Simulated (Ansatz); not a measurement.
Runs of Ansatz 0.2.0 on PbSe. The structure is cubic, space group Pm-3m (No. 221). Conventional cell: a = 3.784 Å, b = 3.784 Å, c = 3.784 Å, α = 90.00°, β = 90.00°, γ = 90.00°. Around Pb (site symmetry m-3m) lie 8 Se at 3.28 Å. Se (site symmetry m-3m) has 8 Pb at 3.28 Å as nearest neighbours. Measurements of this composition are mostly on another form, of space group No. 225.

| share of exact exchange | gap on the mesh (eV) | pressure (GPa) |
| --- | --- | --- |
| 0.2 | none | (a) |
| 0.3 | none | -1.3 |
| 0.4 | none | -1.6 |
| 0.25 | none | -1.0 |
| 0.1 | none | (b) |

Alike in all rows: task single point; level HSE06 form with a typed share of exact exchange; potentials or basis Ansatz PAW; no spin polarisation; cell as given; k mesh 4 × 4 × 4; cutoff (eV) 420; smearing fermi-dirac 0.05 eV; the mesh is coarse, so values aren't converged.

**Question.** Fill in the values left out.

**Answer.** (a) -0.7; (b) -0.1.

Caveats: all runs use coarse meshes; the PAW data sets come from PBE, with cores solved anew for the run's functional, which leaves a small shift of forces and pressure; the thresholds are loose for stress.

A k mesh can miss the band edges, and the runs leave out spin-orbit coupling on Pb, Se.

A gap of «none» marks a metal or a gap under the smearing width.
